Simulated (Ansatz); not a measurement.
# TaN (P6/mmm): zero-pressure volume and bulk modulus with PBEsol

An exercise on one series of results from a longer session: the logs are not shown, and one member is left open.

Method: DFT PBEsol, scalar-relativistic, plane waves, PAW, in Ansatz 0.2.0.

### Starting point

The structure is hexagonal, space group P6/mmm (No. 191). The conventional cell has a = 5.180 Å, b = 5.180 Å, c = 2.913 Å, α = 90.00°, β = 90.00°, γ = 120.00°. Around Ta (site symmetry 6/mmm) lie 6 N at 2.59 Å and 2 Ta at 2.91 Å. Ta (site symmetry -6m2) is surrounded by 6 N at 2.09 Å. N (site symmetry mmm) is surrounded by 6 Ta at 2.09 to 2.59 Å.

Structure file:

```
Ta N
1.0
     5.18035    0.00000    0.00000
    -2.59017    4.48631    0.00000
     0.00000    0.00000    2.91323
Ta N
3 3
Direct
  0.00000 0.00000 0.00000
  0.33333 0.66667 0.50000
  0.66667 0.33333 0.50000
  0.50000 0.00000 0.00000
  0.50000 0.50000 0.00000
  0.00000 0.50000 0.00000
```

At PBE, an earlier run found 10.17 GPa for this cell of 11.284 Å³/atom (6×6×8 mesh), metallic, no moment left. The cell is compressed at this level.

The first run:

File input.yaml:

```yaml
crystal:
  lattice:
    - [5.1803463499, 0.0, 0.0]
    - [-2.590173175, 4.4863115394, 0.0]
    - [0.0, 0.0, 2.9132277698]
  atoms:
    - { symbol: Ta, position: [0.0, 0.0, 0.0], spin: 0.05 }
    - { symbol: Ta, position: [0.3333333333, 0.6666666667, 0.5], spin: -0.05 }
    - { symbol: Ta, position: [0.6666666667, 0.3333333333, 0.5], spin: -0.05 }
    - { symbol: "N", position: [0.5, 0.0, 0.0] }
    - { symbol: "N", position: [0.5, 0.5, 0.0] }
    - { symbol: "N", position: [0.0, 0.5, 0.0] }
basis:
  ecutwfc: 420
  ecutrho_ratio: 4
kpoints:
  mp_grid: { grid: [6, 6, 8] }
hamiltonian:
  xc: pbesol
scf:
  occupations: { method: gaussian, width: 0.05 }
output:
  forces: true
  stress: true
  eigenvalues: true
  populations: true
magnetization:
  spin_polarized: true
relax:
  f_tol: 0.02
  max_steps: 40
  cell: { stress_tol: 0.2, fix: [volume] }
checkpoint:
  read: start.run
  write: ck
  compress: false
  write_wavefunctions: false
  write_every: 100000
```

start.run holds the state of a PBE run on this cell.

Command:

```bash
> ansatz run input.yaml --threads 4 --pin off --max-ram 8192MiB --backend cpu --events-out ev --progress --plain --runs-dir out
```

Steps of the session up to this table: At the given cell; Stepping to 11.409 Å³/atom; Stepping to 11.347 Å³/atom; Volume × 0.98 of the new zero; Volume × 1.02 of the new zero; Volume × 0.96 of the new zero; Volume × 1.04 of the new zero.

One of the session's tables, all rows but one given; the rest of the session is left out.

It belongs to the step «Energy and pressure against volume». 

| volume (Å³/atom) | energy (meV/atom) | pressure (GPa) |
| --- | --- | --- |
| 10.893 | 17.97 | 13.26 |
| 11.120 | 4.30 | 6.29 |
| 11.347 | 0.00 | 0.01 |
| 11.574 | ? | ? |
| 11.801 | 15.75 | -10.79 |

**Question.** Estimate the row for volume (Å³/atom) = 11.574.

Worked estimate for «energy (meV/atom)». A straight line through the neighbours (11.347, 0.00) and (11.801, 15.75) gives 0.00 + (15.75 − 0.00) × (11.574 − 11.347) / (11.801 − 11.347) = 7.88; a parabola fitted to 3 rows on both sides gives 3.82.

The run gave: energy (meV/atom): 4.07; pressure (GPa): -5.66. In «energy (meV/atom)» the line misses by +3.81 and the parabola by -0.25.

To keep in mind: Warnings in the runs' records: seeded moment not kept, filled band counts differ across k points.
